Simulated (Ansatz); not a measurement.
## Migration of H in AlRu

The calculation used DFT PBEsol, scalar-relativistic, plane waves, PAW (Ansatz 0.2.0). Run with 420 eV cutoff, 4×4×4 k-mesh, shifted by half a step, Gaussian smearing of 0.10 eV, no spin polarisation.

Host crystal, relaxed:

```yaml
crystal:
  lattice:
    - [2.97631, 0.00000, 0.00000]
    - [0.00000, 2.97631, 0.00000]
    - [0.00000, 0.00000, 2.97631]
  atoms:
    - { symbol: Al, position: [0.00000, 0.00000, 0.00000] }
    - { symbol: Ru, position: [0.50000, 0.50000, 0.50000] }
```

In a supercell of 16 host sites, interstitial H hops to an equivalent place, moving 0.85 Å between the relaxed ends. Climbing-image nudged elastic band at fixed cell with images 0 (start) to 6 (end), the path measured over all atoms, converged to 0.05 eV/Å; the order of the saddle wasn't checked, and the small cell leaves errors of about a tenth of an eV. Zero-point motion and tunnelling, which matter for H, are left out.

Supercell rows in host cell vectors: 0 2 0; 0 0 2; 2 0 0. H was set at (0.000, 0.250, 0.500) of the host cell.

At the relaxed start H has 2 Ru at 1.66 Å, 2 Al at 1.83 Å, 2 Al at 2.57 Å, 2 Ru at 2.79 Å.

(1) How high is the barrier, and where does the atom pass?

Results:

(1) 0.05 eV at image 3, where H has 2 Ru at 1.64 Å, 1 Al at 1.79 Å.

Cost: 1 run of about 8.3 core-minutes, on Intel Xeon 6975P-C (Granite Rapids) (shared hosts).